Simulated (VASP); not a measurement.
A run of VASP 6.6.1 is set up as follows.

The input INCAR:

```
  PREC = Accurate
  ENCUT = 500
  EDIFF = 1E-6
  ISMEAR = 0
  SIGMA = 0.01
  LREAL = F
  LASPH = T
  NELM = 120
  ALGO = Normal
  ISIF = 2
  LWAVE = F
  LCHARG = F
  GGA = CA
  NBANDS = 16
  GGA_COMPAT = F
```

The input KPOINTS:

```
regular mesh
0
Gamma
  5 5 5
```

Contents of POSCAR:

```
CdTe
1.0
    0.0000000000      3.2050000000      3.2050000000
    3.2050000000      0.0000000000      3.2050000000
    3.2050000000      3.2050000000      0.0000000000
Cd Te
1 1
Direct
    0.0000000000      0.0000000000      0.0000000000
    0.2500000000      0.2500000000      0.2500000000
```

Potentials or basis: VASP PAW LDA potentials, release 64 (Cd, Te).

Command:

```sh
$ cat potpaw_LDA.64/Cd/POTCAR potpaw_LDA.64/Te/POTCAR > POTCAR
$ mpirun -np 1 vasp_std > vasp.out
```

Question: Estimate the band gap on the k mesh.

Answer: 0.65 eV, direct.

Question: Predict the pressure.

Answer: 0.3 GPa.

Caveat: spin-orbit coupling is left out, which moves the levels of the heavy elements.

**The experiment to reproduce.**

A printed reference work, data compilation reports, for a bulk crystal of CdTe at 0 K: band gap 1.607 eV.

A measured gap of CdTe is 1.607 eV (0 K; a printed reference work, data compilation); the calculated 0.65 eV misses it by -0.96 eV. Spin-orbit coupling on Cd, Te is left out. The value is that of LDA, without temperature or zero-point motion. Semilocal functionals fall short of measured gaps as a rule.
